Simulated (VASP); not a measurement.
CaO:

```
Ca O
1.0
     0.00000    2.40356    2.40356
     2.40356    0.00000    2.40356
     2.40356    2.40356    0.00000
Ca O
1 1
Direct
  0.99264 0.99516 0.01559
  0.45720 0.51945 0.48325
```

The cell is a database's computed one.

The cell isn't the ideal one: atoms moved at random, drawn with an rms of 0.1 Å.

| Item | Value |
| --- | --- |
| Program | VASP 6.6.1 |
| Task | relaxation of the atoms |
| Functional | BEEF-vdW |
| Potentials or basis | VASP PAW PBE potentials, release 64 (Ca_sv, O) |
| Cutoff | 520 eV |
| k mesh | 10 × 10 × 10 |
| Occupations | fermi-dirac, width 0.05 eV |
| Spin | no spin polarisation |

At the start: pressure 4.8 GPa; volume 13.89 Å³/atom.

Question: Where does the relaxation end?

Answer: Over 5 steps the energy falls by 24.0 meV/atom; space group Fm-3m (No. 225, to 0.05 Å).

Step by step:
```
step  energy change (eV)  largest force (eV/Å)  pressure (GPa)
   1              0.0000                0.6239            4.79
   2             -0.0167                0.4862            4.38
   3             -0.0465                0.0982            3.63
   4             -0.0480                0.0167            3.57
   5             -0.0480                0.0083            3.57
```

Final structure:
```
Ca O
1.0
     0.00000    2.40356    2.40356
     2.40356    0.00000    2.40356
     2.40356    2.40356    0.00000
Ca O
1 1
Direct
  0.99264 0.99516 0.01559
  0.49266 0.49429 0.51584
```

Caveat: the PAW data sets were made with another functional, which shifts forces and pressure a little.
